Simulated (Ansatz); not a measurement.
**Response of InSe to small distortions**

```yaml
crystal:
  lattice:
    - [5.86790, -2.05500, 0.00000]
    - [5.86790, 2.05500, 0.00000]
    - [-1.59942, 0.00000, 4.32366]
  atoms:
    - { symbol: In, position: [0.88400, 0.88400, 0.00500] }
    - { symbol: In, position: [0.11600, 0.11600, 0.99500] }
    - { symbol: Se, position: [0.66000, 0.66000, 0.64200] }
    - { symbol: Se, position: [0.34000, 0.34000, 0.35800] }
```

Atoms are numbered in the order listed.

Conventional cell: a = 11.736 Å, b = 4.110 Å, c = 4.610 Å, α = 90.00°, β = 110.30°, γ = 90.00°. Around In (atom 1) lie 3 Se at 2.58 to 2.78 Å and 1 In at 2.74 Å. Se (atom 3) has 3 In at 2.58 to 2.78 Å as nearest neighbours.

The cell is COD entry 1540841, as deposited and not checked against the literature; nothing was relaxed.

No spin–orbit coupling, which matters for the heavy atoms here.

These are results of Ansatz 0.2.0, DFT, PBEsol, all-electron LAPW, scalar-relativistic, not measurements.

The runs use a Γ-centred 7×7×6 k mesh, Fermi–Dirac smearing of 0.02 eV, basis error target 0.5 meV/atom, no spin polarisation.

The unchanged cell is at -0.14 GPa.

x, y and z are the Cartesian axes of the cell as listed; fractional coordinates follow a strain, and an engineering shear is twice the off-diagonal strain component.

Q: With this change (equal xy, yz and zx engineering shear strains of -3 %), what becomes of the energy and stress and forces and gap?

A: Energy change +17 meV/atom; stress change (xx, yy, zz, yz, xz, xy) 0.80, -0.30, 0.73, 0.61, 1.56, 0.40 GPa, compression positive; change of the force on Se4 (0.229, 0.113, 0.156) eV/Å; gap on the k mesh 0.89 → 1.02 eV.

Q: With this change (equal xy, yz and zx engineering shear strains of -1 %), what becomes of the energy and stress and forces and gap?

A: Energy change +4 meV/atom; stress change (xx, yy, zz, yz, xz, xy) 0.24, -0.11, 0.22, 0.20, 0.51, 0.14 GPa, compression positive; change of the force on Se4 (0.075, 0.039, 0.048) eV/Å; gap on the k mesh 0.89 → 0.93 eV.

With equal xy, yz and zx engineering shear strains of +2 %: energy change -4 meV/atom; stress change (xx, yy, zz, yz, xz, xy) -0.42, 0.26, -0.35, -0.38, -0.98, -0.31 GPa, compression positive; change of the force on Se3 (0.144, 0.082, 0.083) eV/Å; gap on the k mesh 0.89 → 0.80 eV.

With equal xy, yz and zx engineering shear strains of -2 %: energy change +10 meV/atom; stress change (xx, yy, zz, yz, xz, xy) 0.51, -0.21, 0.46, 0.40, 1.03, 0.27 GPa, compression positive; change of the force on Se4 (0.151, 0.077, 0.100) eV/Å; gap on the k mesh 0.89 → 0.98 eV.

Q: With this change (equal xy, yz and zx engineering shear strains of +1 %), what becomes of the energy and stress and forces and gap?

A: Energy change -3 meV/atom; stress change (xx, yy, zz, yz, xz, xy) -0.22, 0.12, -0.19, -0.19, -0.50, -0.15 GPa, compression positive; change of the force on Se3 (0.073, 0.040, 0.044) eV/Å; gap on the k mesh 0.89 → 0.85 eV.

Q: With this change (equal xy, yz and zx engineering shear strains of +3 %), what becomes of the energy and stress and forces and gap?

A: Energy change -5 meV/atom; stress change (xx, yy, zz, yz, xz, xy) -0.60, 0.40, -0.49, -0.56, -1.44, -0.48 GPa, compression positive; change of the force on Se3 (0.213, 0.125, 0.118) eV/Å; gap on the k mesh 0.89 → 0.75 eV.
